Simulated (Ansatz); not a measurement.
Crystal: Br.

```
Br
1.0
     3.36325   -2.32255    0.00000
     3.36325    2.32255    0.00000
     0.00000    0.00000    8.70230
Br
4
Direct
  0.36510 0.63490 0.39010
  0.13490 0.86510 0.89010
  0.63490 0.36510 0.60990
  0.86510 0.13490 0.10990
```

```yaml
Program: Ansatz 0.2.0
Task: relaxation of cell and atoms
Functional: RPBE
Potentials_or_basis: Ansatz PAW
Cutoff: "420 eV (not typed: the program's choice for these potentials)"
k_mesh: 7 × 7 × 3
Occupations: fermi-dirac, width 0.05 eV
Spin: no spin polarisation
```

At the start: volume 33.99 Å³/atom.

Problem. Where does the relaxation end?

Solution. It ends after 18 steps and the volume is 54.35 Å³/atom (+59.9 %); space group Cmce (No. 64, to 0.05 Å).

The path:
| step | energy change (eV) | largest force (eV/Å) | volume (Å³) |
| --- | --- | --- | --- |
| 1 | 0.0000 | 0.8513 | 135.95 |
| 2 | -0.2002 | 0.0593 | 150.54 |
| 3 | -0.2812 | 0.0750 | 162.01 |
| 4 | -0.3294 | 0.0498 | 173.78 |
| 5 | -0.3478 | 0.0068 | 183.60 |
| 6 | -0.3482 | 0.0043 | 185.71 |
| 7 | -0.3483 | 0.0014 | 186.30 |
| 8 | -0.3483 | 0.0013 | 187.10 |
| 9 | -0.3723 | 0.0007 | 187.10 |
| 10 | -0.3892 | 0.1281 | 197.34 |
| 11 | -0.4004 | 0.1133 | 205.84 |
| 12 | -0.4061 | 0.0136 | 213.03 |
| 13 | -0.4069 | 0.0038 | 212.91 |
| 14 | -0.4071 | 0.0020 | 211.34 |
| 15 | -0.4101 | 0.0018 | 211.34 |
| 16 | -0.4115 | 0.0093 | 212.25 |
| 17 | -0.4124 | 0.0029 | 217.39 |
| 18 | -0.4125 | 0.0028 | 217.39 |

Final structure:
```
Br
1.0
     4.82992   -2.47519    0.00000
     4.82992    2.47519    0.00000
     0.00000    0.00000    9.09213
Br
4
Direct
  0.38087 0.61913 0.38836
  0.11913 0.88087 0.88836
  0.61913 0.38087 0.61164
  0.88087 0.11913 0.11164
```

Caveat: the volume moved by over 15 % at a fixed basis, so the end points are rough; the plane-wave basis is chosen anew once the cell has moved, so the energies of steps on either side of that aren't comparable; the volume moved by +60 % from the deposited cell, more than functionals usually miss; the PAW data sets come from PBE, with cores solved anew for the run's functional, which leaves a small shift of forces and pressure.
